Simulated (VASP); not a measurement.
# KCl (Sylvite): lattice, stiffness and zone-centre modes, part 2 of 2

What lattice, stiffness and vibrations does KCl (Sylvite) have at one level of theory? The starting structure is a measured crystal structure from the Crystallography Open Database. All runs use LDA.

VASP 6.6.1.

So far. Step 3 (Elastic constants): The elastic tensor has C11 = 59.9, C12 = 6.7, C44 = 6.3 GPa; its Hill averages are a bulk modulus of 24.5 and a shear modulus of 11.8 GPa. Step 4 (Modes of the relaxed cell): The zone-centre modes at 28.139 Å³ an atom are T1u 162.2 cm⁻¹.

### Step 5. Modes at 0.97 of that volume

Level of this step: LDA; plane waves and PAW (K_sv, Cl) (VASP).

Shape and positions were first relaxed at this volume, in a run that isn't shown.

File INCAR:

```
SYSTEM = KCl
PREC = Accurate
ENCUT = 500
EDIFF = 1E-08
NELM = 100
ISMEAR = 0
SIGMA = 0.03
LREAL = .FALSE.
ALGO = Normal
GGA = CA
NBANDS = 14
LORBIT = 11
LWAVE = .FALSE.
LCHARG = .FALSE.
KPAR = 4
IBRION = 8
LEPSILON = .TRUE.
LPEAD = .TRUE.
ISIF = 2
```

File POSCAR:

```
KCl
1.0
    0.0000000000      3.0108676212      3.0108676212
    3.0108676212      0.0000000000      3.0108676212
    3.0108676212      3.0108676212      0.0000000000
K Cl
1 1
Direct
    0.0000000000      0.0000000000      0.0000000000
    0.5000000000      0.5000000000      0.5000000000
```

File KPOINTS:

```
Automatic mesh
0
Gamma
12 12 12
0 0 0
```

Potentials, in the order of the species: K_sv and Cl (LDA family, release 64).

Command:

```console
$ mpirun -np 4 vasp_std
```

Output:

```text
[... set-up lines as in an earlier step ...]
 entering main loop
       N       E                     dE             d eps       ncg     rms          rms(c)
DAV:   1     0.106702828514E+03    0.10670E+03   -0.71426E+03  2016   0.101E+03
DAV:   2    -0.134552959911E+01   -0.10805E+03   -0.98884E+02  2612   0.268E+02
DAV:   3    -0.745714269113E+01   -0.61116E+01   -0.60775E+01  2700   0.549E+01
DAV:   4    -0.767137924335E+01   -0.21424E+00   -0.21413E+00  3142   0.100E+01
[...]
DAV:  12    -0.740302234421E+01   -0.33070E-06   -0.58386E-07  2310   0.517E-03    0.225E-03
DAV:  13    -0.740302232490E+01    0.19311E-07   -0.67810E-08  2580   0.195E-03    0.407E-04
DAV:  14    -0.740302232502E+01   -0.11596E-09   -0.54911E-09  1494   0.553E-04
   1 F= -.74030223E+01 E0= -.74030223E+01  d E =-.392227E-19
 Linear response reoptimize wavefunctions to high precision
DAV:   1    -0.740302232517E+01   -0.14984E-09   -0.71909E-10  1824   0.235E-04
DAV:   2    -0.740302232521E+01   -0.39336E-10   -0.13787E-10  1284   0.939E-05
 Linear response to external field (no local field effect), progress :
[...]
RMM:  16    -0.305914698066E+00   -0.35335E-08    0.64938E-09 10745   0.422E-05    0.104E-06
 first order change of Fermi-energy  -0.15859E-02
 force on displaced ion       1 direction 1 :  -2.067   0.000   0.000
 Born effective charge ion    1 direction 1 :   1.106   0.000   0.000
 Linear response progress:
  Degree of freedom:   2/  2
       N       E                     dE             d eps       ncg     rms          rms(c)
RMM:   1    -0.196094569910E+00   -0.19609E+00   -0.25719E-02 10145   0.225E+00
RMM:   2    -0.192312231483E+00    0.37823E-02   -0.50248E-03  7914   0.441E-01    0.660E-02
RMM:   3    -0.192909630671E+00   -0.59740E-03   -0.31205E-04  8568   0.997E-02    0.277E-02
RMM:   4    -0.193482377919E+00   -0.57275E-03   -0.11067E-04  8793   0.452E-02    0.119E-02
[...]
RMM:  14    -0.193495190907E+00    0.41201E-07   -0.23014E-08 10724   0.419E-05    0.123E-06
RMM:  15    -0.193495199797E+00   -0.88898E-08   -0.18363E-07 10127   0.364E-05    0.176E-06
RMM:  16    -0.193495199658E+00    0.13825E-09   -0.92849E-09  8599   0.340E-05    0.103E-06
 first order change of Fermi-energy   0.22155E-02
 force on displaced ion       2 direction 1 :  -2.059   0.000   0.000
 Born effective charge ion    2 direction 1 :  -1.106   0.000   0.000
 Born effective charges drift removed
 Linear response finished
```

Elapsed: 6.8 min, on 4 MPI ranks of Intel Xeon Platinum 8175M at 2.50GHz (Skylake/Cascade Lake), shared host; peak memory 2.3 GiB; 24 min of CPU time.

OUTCAR, selected parts (step 5):

```text
  Total        0.2726098      0.2726098      0.2726098      0.0000000     -0.0000000      0.0000000
  in kB        8.0010501      8.0010501      8.0010501      0.0000000     -0.0000000      0.0000000
  external PRESSURE =       8.0010501 kB  Pullay stress =       0.0000000 kB

 POSITION                                       TOTAL-FORCE (eV/Angst)
 -----------------------------------------------------------------------------------
      0.00000      0.00000      0.00000        -0.000000      0.000000     -0.000000
      3.01087      3.01087      3.01087         0.000000      0.000000      0.000000
 -----------------------------------------------------------------------------------
    total drift:                                0.000000     -0.000000     -0.000000

 MACROSCOPIC STATIC DIELECTRIC TENSOR (including local field effects in DFT)
 ------------------------------------------------------
           2.543475    -0.000000    -0.000000
           0.000000     2.543475     0.000000
           0.000000    -0.000000     2.543475
 ------------------------------------------------------

 MACROSCOPIC STATIC DIELECTRIC TENSOR IONIC CONTRIBUTION
 ------------------------------------------------------
           1.966463     0.000000     0.000000
           0.000000     1.966463     0.000000
           0.000000     0.000000     1.966463
 ------------------------------------------------------

[... 1 part as in an earlier step ...]

[... 1 further part left out ...]
```

The zone-centre modes at 27.294 Å³ an atom are T1u 173.7 cm⁻¹.

### Step 6. Modes at 1.03 of that volume

Shape and positions were first relaxed at this volume, in a run that isn't shown.

INCAR is that of step 5.

File POSCAR:

```
KCl
1.0
    0.0000000000      3.0717096219      3.0717096219
    3.0717096219      0.0000000000      3.0717096219
    3.0717096219      3.0717096219      0.0000000000
K Cl
1 1
Direct
    0.0000000000      0.0000000000      0.0000000000
    0.5000000000      0.5000000000      0.5000000000
```

KPOINTS is that of step 5.

Command:

```console
$ mpirun -np 4 vasp_std
```

Output:

```text
[... set-up lines as in an earlier step ...]
 entering main loop
       N       E                     dE             d eps       ncg     rms          rms(c)
DAV:   1     0.107129531759E+03    0.10713E+03   -0.70619E+03  2016   0.101E+03
DAV:   2    -0.892164865312E+00   -0.10802E+03   -0.97335E+02  2562   0.263E+02
DAV:   3    -0.745879722748E+01   -0.65666E+01   -0.65248E+01  2750   0.561E+01
DAV:   4    -0.768321746465E+01   -0.22442E+00   -0.22430E+00  3134   0.103E+01
[...]
DAV:  12    -0.740466776158E+01   -0.41829E-06   -0.13331E-06  2448   0.822E-03    0.352E-03
DAV:  13    -0.740466770765E+01    0.53928E-07   -0.14723E-07  2562   0.295E-03    0.113E-03
DAV:  14    -0.740466770433E+01    0.33233E-08   -0.16525E-08  2170   0.997E-04
   1 F= -.74046677E+01 E0= -.74046677E+01  d E =-.104475E-28
 Linear response reoptimize wavefunctions to high precision
DAV:   1    -0.740466770447E+01   -0.14666E-09   -0.24442E-09  2096   0.372E-04
DAV:   2    -0.740466770448E+01   -0.70486E-11   -0.22020E-10  1386   0.146E-04
 Linear response to external field (no local field effect), progress :
[...]
RMM:  15    -0.307008099591E+00   -0.68200E-08    0.17539E-08 11208   0.954E-05    0.103E-06
 first order change of Fermi-energy  -0.24342E-03
 force on displaced ion       1 direction 1 :  -1.568   0.000   0.000
 Born effective charge ion    1 direction 1 :   1.114   0.000   0.000
 Linear response progress:
  Degree of freedom:   2/  2
       N       E                     dE             d eps       ncg     rms          rms(c)
RMM:   1    -0.195990195195E+00   -0.19599E+00   -0.17572E-02 10087   0.223E+00
RMM:   2    -0.192823017821E+00    0.31672E-02   -0.50930E-03  7863   0.434E-01    0.646E-02
RMM:   3    -0.193384064651E+00   -0.56105E-03   -0.30170E-04  8509   0.969E-02    0.268E-02
RMM:   4    -0.193935035599E+00   -0.55097E-03   -0.10444E-04  8715   0.442E-02    0.120E-02
[...]
RMM:  18    -0.193948683433E+00    0.16829E-09    0.23272E-07  6553   0.583E-05    0.198E-07
RMM:  19    -0.193948683434E+00   -0.10557E-11    0.23421E-07  5933   0.582E-05    0.187E-07
RMM:  20    -0.193948683210E+00    0.22368E-09    0.23791E-07  5559   0.582E-05    0.394E-08
 first order change of Fermi-energy   0.17680E-04
 force on displaced ion       2 direction 1 :  -1.565   0.000   0.000
 Born effective charge ion    2 direction 1 :  -1.114   0.000   0.000
 Born effective charges drift removed
 Linear response finished
```

It took 7 min on 4 MPI ranks; peak memory 2.4 GiB; 25 min of CPU time.

OUTCAR, selected parts (step 6):

```text
  Total       -0.2439082     -0.2439082     -0.2439082      0.0000000     -0.0000000      0.0000000
  in kB       -6.7416557     -6.7416557     -6.7416557      0.0000000     -0.0000000      0.0000000
  external PRESSURE =      -6.7416557 kB  Pullay stress =       0.0000000 kB

 POSITION                                       TOTAL-FORCE (eV/Angst)
 -----------------------------------------------------------------------------------
      0.00000      0.00000      0.00000         0.000000     -0.000000      0.000000
      3.07171      3.07171      3.07171        -0.000000      0.000000     -0.000000
 -----------------------------------------------------------------------------------
    total drift:                                0.000000     -0.000000     -0.000000

 MACROSCOPIC STATIC DIELECTRIC TENSOR (including local field effects in DFT)
 ------------------------------------------------------
           2.474741    -0.000000     0.000000
          -0.000000     2.474741     0.000000
           0.000000    -0.000000     2.474741
 ------------------------------------------------------

 MACROSCOPIC STATIC DIELECTRIC TENSOR IONIC CONTRIBUTION
 ------------------------------------------------------
           2.472451    -0.000000     0.000000
          -0.000000     2.472451    -0.000000
           0.000000    -0.000000     2.472451
 ------------------------------------------------------

[... 1 part as in an earlier step ...]

[... 1 further part left out ...]
```

The zone-centre modes at 28.983 Å³ an atom are T1u 151.4 cm⁻¹.

### Step 7. All runs side by side

```tsv
run	volume (Å³/atom)	T1u	core minutes
relaxation	28.139	-	0.427
elastic constants	28.139	-	43.6
modes of the relaxed cell	28.139	162.2	27.9
modes at 0.97 of that volume	27.294	173.7	27.3
modes at 1.03 of that volume	28.983	151.4	28.1
```

Modes are in cm⁻¹, degenerate ones as one, matched by symmetry and order. A number in brackets counts the listed modes of one symmetry from the lowest. The symmetry labels come from an automatic analysis and can be wrong where levels nearly coincide. Core minutes are wall time times ranks of the run shown, on a shared host.

### Step 8. Summary of results

```json
{"relaxed volume": "28.14 Å³/atom", "bulk modulus from two volumes": "24.5 GPa", "Hill shear modulus": "11.8 GPa", "mode T1u": "162.2 cm⁻¹", "Grüneisen parameter of T1u": "2.29"}
```

In words: At the LDA level KCl (Sylvite) relaxes to 28.14 Å³ an atom. The bulk modulus is 24.5 GPa from the pressures at two volumes and 24.5 GPa as the Hill average of the elastic tensor, so the two routes agree. The mode Grüneisen parameters, from the cells at 0.97 and 1.03 of the volume, come to 2.29 (T1u). The dielectric constants and Born charges in the logs aren't compared here; at a small gap they can be far off, and in a run without a gap they mean nothing. The frequencies are harmonic, and the splitting of polar modes by their long-range field is left out. All values are for a static lattice. Further runs on this material are not shown.

[Lines on the potential files, build, host, timing and source positions are cut from VASP's logs without a mark.]

[Logs are printed without paths, hosts, clocks, repeated set-up lines and the standing remarks that a program may print on its own settings, such as how far it seeks lower states.]

[Hosts, paths, dates, database ids (printed as entryN), source tags and the programs' standing remarks are cut or masked in the printed files.]
